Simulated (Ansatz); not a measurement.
Density of states of SrF2 (Fm-3m) above the conduction band minimum, PBEsol, rigid bands (Ansatz, a quantum-chemistry and plane-wave program); cell volume 47.7 Å³.

```tsv
energy from edge (eV)	10⁻³ states/eV/cell
0.006	8.92
0.031	20.9
0.056	28.3
0.081	34.2
0.106	39.6
0.131	44.6
0.156	49.1
0.181	53.5
0.206	57.8
0.231	61.8
0.256	66.1
0.281	69.2
0.319	75.3
0.344	77.7
0.369	81.6
0.394	85.3
0.419	89.2
0.444	92.5
0.469	95.6
0.494	99.8
0.519	104
0.544	107
0.569	111
0.594	115
```

**Question.** What effective density of states at 300 K does this give (∫ g(E) exp(−E/k_BT) dE, both spins, divided by the cell's size)?

**Answer.** 9.3e18 cm⁻³, a density-of-states mass of 0.51 mₑ, valleys and band degeneracy included.

Spin-orbit coupling is left out. Geometry: cell and atoms relaxed with PBEsol.
